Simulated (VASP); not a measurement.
# LiF: convergence, energy along a vibration (SMASS = -2)

LiF, Fm-3m (no. 225), atoms displaced along the mode, 2 atoms in the cell. LDA, energy along a line of displacements; PAW potentials F, Li (LDA set). VASP 6.6.1.

Wanted: harmonic frequency within 1 %.

Space group without the displacement: Fm-3m (no. 225); Mode: optical mode at Gamma along x.

POSCAR of the starting run:
```
LiF
1.0
    0.0000000000      2.0140000000      2.0140000000
    2.0140000000      0.0000000000      2.0140000000
    2.0140000000      2.0140000000      0.0000000000
F Li
1 1
Direct
    0.5053139414      0.4946860586      0.4946860586
   -0.0145470318      0.0145470318      0.0145470318

    0.0053511390   0.0000000000   0.0000000000
   -0.0146488610   0.0000000000   0.0000000000
```

The series start from k mesh: 7 × 7 × 7; Cutoff (eV): 520; Step along the mode (Å): 0.02; Extrapolation between steps (IWAVPR): 11. Each series keeps the choices made before it, and each single choice may use up half of a tolerance.

## k mesh

| k mesh | Harmonic frequency (THz) | Time (s) |
|---|---|---|
| 3 × 3 × 3 | 8.592 | 4.9 |
| 4 × 4 × 4 | 8.719 | 7.9 |
| 5 × 5 × 5 | 8.736 | 12 |
| 7 × 7 × 7 | 8.739 | 28 |
| 8 × 8 × 8 | 8.739 | 39 |
| 10 × 10 × 10 (reference) | 8.739 | 74 |

## Cutoff (eV)

| Cutoff (eV) | Harmonic frequency (THz) | Time (s) |
|---|---|---|
| 280 | 7.76 | 3.1 |
| 340 | 8.395 | 5.8 |
| 400 | 8.692 | 6.9 |
| 460 | 8.742 | 7.1 |
| 520 | 8.719 | 7.9 |
| 600 (reference) | 8.72 | 7.9 |

## Extrapolation between steps (IWAVPR)

| Extrapolation between steps (IWAVPR) | Harmonic frequency (THz) | Time (s) |
|---|---|---|
| 11 | 8.683 | 7.7 |
| 12 | 8.683 | 5.9 |
| 0 | 8.683 | 9.9 |

## Question

The rows run from the loosest to the tightest (no order: extrapolation between steps). For each series: choose the loosest value from which every tighter one stays within half of the tolerance; where there is no order, keep the first row unless others stay within half of the tolerance and take at least 30 % less time, and then take the fastest.

## Answer

- k mesh: 4 × 4 × 4
- Cutoff (eV): 400
- Extrapolation between steps (IWAVPR): 11

Also changed on the way, by series that aren't shown: Step along the mode (Å): 0.04.

## All choices together

| Input | Harmonic frequency (THz) | Time (s) |
|---|---|---|
| defaults on a coarse mesh (naive) | 8.605 | 2.0 |
| chosen settings | 8.683 | 7.7 |
| reference settings throughout | 8.743 | 68 |

The tolerance is met.

## The input

INCAR:
```
SYSTEM = LiF
ALGO = Normal
EDIFF = 1E-7
ENCUT = 400
GGA = CA
IBRION = 0
ISMEAR = 0
ISYM = 0
IWAVPR = 11
KPAR = 2
LASPH = .TRUE.
LCHARG = .FALSE.
LREAL = .FALSE.
LWAVE = .FALSE.
NELMIN = 4
NSW = 9
POTIM = 1
PREC = Accurate
SIGMA = 0.03
SMASS = -2
```

KPOINTS:
```
Automatic mesh
0
Gamma
  4 4 4
  0 0 0
```

POSCAR:
```
LiF
1.0
    0.0000000000      2.0140000000      2.0140000000
    2.0140000000      0.0000000000      2.0140000000
    2.0140000000      2.0140000000      0.0000000000
F Li
1 1
Direct
    0.5106278828      0.4893721172      0.4893721172
   -0.0290940636      0.0290940636      0.0290940636

    0.0107022779   0.0000000000   0.0000000000
   -0.0292977221   0.0000000000   0.0000000000
```

Commands:
```
cat potpaw_LDA.64/F/POTCAR potpaw_LDA.64/Li/POTCAR > POTCAR
mpirun -np 2 vasp_std > vasp.out
```

The chosen input took VASP 6.6.1 7.7 s on 2 cores (Intel Xeon Platinum 8259CL @ 2.50GHz (Skylake/Cascade Lake)), a shared host.

## An input that fails: electronic threshold far too loose

It runs to its end, but against the unchanged starting input it is off by 24 % in the harmonic frequency.

Changes against the starting input:
```
- EDIFF = 1e-07
- NELMIN = 4
+ EDIFF = 0.1
```
